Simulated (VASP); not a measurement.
# SiC (Moissanite 3C): C into a neighbouring C vacancy

How hard is this move in SiC (Moissanite 3C): C into a neighbouring C vacancy? Both ends are relaxed first, then a band of images between them. The start is a cell from a database of measured crystal structures.

Method: PBEsol; plane waves and PAW (Si, C), in VASP 6.6.1.

## 1. The host crystal

It takes space group F-43m (No. 216, cubic). Conventional cell: a = 4.358 Å, b = 4.358 Å, c = 4.358 Å, α = 90.00°, β = 90.00°, γ = 90.00°. Nearest to Si lie 4 C at 1.89 Å. Nearest to C lie 4 Si at 1.89 Å. Farther neighbours are not listed.

## 2. Relax the host

First cell and atoms are relaxed at a raised cutoff, so that later runs start from this functional's own cell.

INCAR

```
SYSTEM = SiC
PREC = Accurate
ENCUT = 520
EDIFF = 1E-06
NELM = 120
ISMEAR = 0
SIGMA = 0.1
LREAL = .FALSE.
ALGO = Normal
GGA = PS
NBANDS = 10
LORBIT = 11
LWAVE = .FALSE.
LCHARG = .FALSE.
KPAR = 6
LASPH = .TRUE.
IBRION = 2
NSW = 40
ISIF = 3
EDIFFG = -0.02
POTIM = 0.4
```

POSCAR

```
SiC
1.0
    0.0000000000      2.1790000000      2.1790000000
    2.1790000000      0.0000000000      2.1790000000
    2.1790000000      2.1790000000      0.0000000000
Si C
1 1
Direct
    0.0000000000      0.0000000000      0.0000000000
    0.7500000000      0.7500000000      0.7500000000
```

KPOINTS

```
Automatic mesh
0
Gamma
7 7 7
0 0 0
```

PAW data sets: Si and C (PBE family, release 64).

Started as:

```bash
$ mpirun -np 6 vasp_std
```

The log of the run:

```text
[banner, memory and clock lines left out]
running    6 mpi-ranks, on    1 nodes
 distrk:  each k-point on    1 cores,    6 groups
 distr:  one band on    1 cores,    1 groups

 POSCAR found type information on POSCAR SiC
 POSCAR found :  2 types and       2 ions
|                                                                             |
|           W    W    AA    RRRRR   N    N  II  N    N   GGGG   !!!           |
|           W    W   A  A   R    R  NN   N  II  NN   N  G    G  !!!           |
|           W    W  A    A  R    R  N N  N  II  N N  N  G       !!!           |
|           W WW W  AAAAAA  RRRRR   N  N N  II  N  N N  G  GGG   !            |
|           WW  WW  A    A  R   R   N   NN  II  N   NN  G    G                |
|           W    W  A    A  R    R  N    N  II  N    N   GGGG   !!!           |
|                                                                             |
|     For optimal performance we recommend to set                             |
|       NCORE = 2 up to number-of-cores-per-socket                            |
|     NCORE specifies how many cores store one orbital (NPAR=cpu/NCORE).      |
|     This setting can greatly improve the performance of VASP for DFT.       |
|     The default, NCORE=1 might be grossly inefficient on modern             |
|     multi-core architectures or massively parallel machines. Do your        |
|     Unfortunately you need to use the default for GW and RPA                |
|     calculations (for HF NCORE is supported but not extensively tested      |
|     yet).                                                                   |
|                                                                             |

|                                                                             |
|               ----> ADVICE to this user running VASP <----                  |
|                                                                             |
|     You enforced a specific xc type in the INCAR file but a different       |
|     [... a line on the potential file left out ...]
|     I HOPE YOU KNOW WHAT YOU ARE DOING!                                     |
|                                                                             |

 LDA part: xc-table for (Slater+PW92), standard interpolation
 POSCAR, INCAR and KPOINTS ok, starting setup
 FFT: planning ... GRIDC
 FFT: planning ... GRID_SOFT
 FFT: planning ... GRID
 WAVECAR not read
 entering main loop
       N       E                     dE             d eps       ncg     rms          rms(c)
DAV:   1     0.436832479112E+01    0.43683E+01   -0.40620E+03   416   0.672E+02
DAV:   2    -0.170865506980E+02   -0.21455E+02   -0.20848E+02   560   0.115E+02
DAV:   3    -0.177088981810E+02   -0.62235E+00   -0.62134E+00   464   0.175E+01
DAV:   4    -0.177115922757E+02   -0.26941E-02   -0.26938E-02   472   0.141E+00
DAV:   5    -0.177116048847E+02   -0.12609E-04   -0.12609E-04   458   0.892E-02    0.874E+00
DAV:   6    -0.159922262623E+02    0.17194E+01   -0.62650E+00   416   0.120E+01    0.392E+00
DAV:   7    -0.159258918944E+02    0.66334E-01   -0.36543E-01   464   0.370E+00    0.177E+00
DAV:   8    -0.159114870158E+02    0.14405E-01   -0.21442E-02   414   0.100E+00    0.158E-01
DAV:   9    -0.159113139236E+02    0.17309E-03   -0.15387E-03   486   0.222E-01    0.110E-01
DAV:  10    -0.159113587221E+02   -0.44799E-04   -0.11191E-04   438   0.724E-02    0.226E-02
DAV:  11    -0.159113588264E+02   -0.10429E-06   -0.12223E-05   448   0.203E-02    0.484E-03
DAV:  12    -0.159113590525E+02   -0.22611E-06   -0.57457E-07   208   0.513E-03
   1 F= -.15911359E+02 E0= -.15911359E+02  d E =-.159114E+02
 curvature:   0.00 expect dE= 0.000E+00 dE for cont linesearch  0.000E+00
 trial: gam= 0.00000 g(F)=  0.610E-47 g(S)=  0.355E-04 ort = 0.000E+00 (trialstep = 0.100E+01)
 search vector abs. value=  0.355E-04
 reached required accuracy - stopping structural energy minimisation
```

Wall time 1.4 s (6 MPI ranks of Intel Xeon 6975P-C (Granite Rapids), shared host); peak memory 0.72 GiB; 5.2 s of CPU time.

The logs omit lines about the potential files and the build; timing stands in the text.

OUTCAR, selected parts (step 2):

```text
ion  position               nearest neighbor table
   1  0.000  0.000  0.000-   2 1.89   2 1.89   2 1.89   2 1.89
   2  0.750  0.750  0.750-   1 1.89   1 1.89   1 1.89   1 1.89

  LATTYP: Found a face centered cubic cell.
 ALAT       =     4.3580000000

 Subroutine GETGRP returns: Found 24 space group operations
 (whereof 24 operations were pure point group operations)

The static configuration has the point symmetry T_d .

 Found     20 irreducible k-points:

   k-points           NKPTS =     20   k-points in BZ     NKDIM =     20   number of bands    NBANDS=     10

   dimension x,y,z NGX =    24 NGY =   24 NGZ =   24
   dimension x,y,z NGXF=    48 NGYF=   48 NGZF=   48

   ENCUT  =  520.0 eV  38.22 Ry    6.18 a.u.   5.73  5.73  5.73*2*pi/ulx,y,z

   NELECT =       8.0000    total number of electrons

 k-points in reciprocal lattice and weights: Automatic mesh
   0.00000000  0.00000000  0.00000000       0.003
   0.14285714  0.00000000  0.00000000       0.023
   0.28571429  0.00000000  0.00000000       0.023
   0.42857143  0.00000000  0.00000000       0.023
   0.14285714  0.14285714  0.00000000       0.017
   0.28571429  0.14285714  0.00000000       0.070
   0.42857143  0.14285714  0.00000000       0.070
  -0.42857143  0.14285714  0.00000000       0.070
  -0.28571429  0.14285714  0.00000000       0.070
[...]
-0.42857143  0.42857143  0.14285714       0.070
  -0.28571429  0.42857143  0.14285714       0.070

 average (electrostatic) potential at core
       1 -80.1153       2 -44.9485

 E-fermi :   8.4904

 k-point     1 :       0.0000    0.0000    0.0000
  band No.  band energies     occupation
      1      -7.3660      2.00000
      2       8.0595      2.00000
      3       8.0595      2.00000
      4       8.0595      2.00000
      5      14.2460      0.00000
      6      15.2994      0.00000
      7      15.2994      0.00000
      8      15.2994      0.00000
      9      22.5133      0.00000
    ...

 k-point     2 :       0.1429    0.0000    0.0000
  band No.  band energies     occupation
      1      -6.9671      2.00000
      2       6.1954      2.00000
      3       7.8034      2.00000
      4       7.8034      2.00000
      5      14.4230      0.00000
      6      15.7284      0.00000
      7      15.7284      0.00000
      8      16.0478      0.00000
      9      21.0976      0.00000
    ...

 k-point     3 :       0.2857    0.0000    0.0000
  band No.  band energies     occupation
      1      -5.8115      2.00000
      2       2.9143      2.00000
      3       7.3396      2.00000
      4       7.3396      2.00000
      5      13.8413      0.00000
      6      15.8028      0.00000
      7      15.8028      0.00000
      8      17.6303      0.00000
      9      21.4832      0.00000
    ...

  Total        0.0247631      0.0247631      0.0247631      0.0000000     -0.0000000     -0.0000000
  in kB        1.9174091      1.9174091      1.9174091      0.0000000     -0.0000000     -0.0000000
  external PRESSURE =       1.9174091 kB  Pullay stress =       0.0000000 kB

  energy-cutoff  :      520.00
  volume of cell :       20.69
      direct lattice vectors                 reciprocal lattice vectors
     0.000000000  2.179000000  2.179000000    -0.229463056  0.229463056  0.229463056
     2.179000000  0.000000000  2.179000000     0.229463056 -0.229463056  0.229463056
     2.179000000  2.179000000  0.000000000     0.229463056  0.229463056 -0.229463056

 POSITION                                       TOTAL-FORCE (eV/Angst)
 -----------------------------------------------------------------------------------
      0.00000      0.00000      0.00000        -0.000000     -0.000000     -0.000000
      3.26850      3.26850      3.26850         0.000000      0.000000      0.000000
 -----------------------------------------------------------------------------------
    total drift:                               -0.000000     -0.000000     -0.000000

  FREE ENERGIE OF THE ION-ELECTRON SYSTEM (eV)
  ---------------------------------------------------
  free  energy   TOTEN  =       -15.9113590525 eV

  energy  without entropy=      -15.9113590525  energy(sigma->0) =      -15.91135905

 reached required accuracy - stopping structural energy minimisation

 total charge
# of ion       s       p       d       tot
------------------------------------------
    1        0.708   0.973   0.000   1.682
    2        0.832   1.700   0.000   2.532
--------------------------------------------------
tot          1.540   2.674   0.000   4.214

[... 3 further parts left out ...]
```

The gap is read on the k-mesh alone, so it is an upper bound where the band edges lie off the mesh. The PAW data sets were made with PBE, which is usual practice but a small mismatch for other functionals. The run keeps the 24 symmetry operations of its start, so it cannot find a distortion of lower symmetry.

Little changed from the start: no atom moved by 0.005 Å and no cell edge by 0.1 %.

A gap read on the k-mesh alone can miss the band edges.

This step gave:

| Quantity | Value |
| --- | --- |
| electronic cycles | 12 |
| electrons | 8 |
| free energy (TOTEN) | -15.91 eV |
| Fermi energy | 8.490 eV |
| labelled metallic, from the levels on this mesh | no |
| gap on the k-mesh | 1.472 eV |
| least direct gap on the k-mesh | 4.574 eV |

The start already met the threshold, so nothing moved.

(Continued in part 2 of 5.)

[Lines on the potential files, build, host, timing and source positions are cut from VASP's logs without a mark.]

[Logs are printed without paths, hosts, clocks, repeated set-up lines and the standing remarks that a program may print on its own settings, such as how far it seeks lower states.]

[Hosts, paths, dates, database ids (printed as entryN), source tags and the programs' standing remarks are cut or masked in the printed files.]

[Runs that stopped without an error message from VASP are left out.]
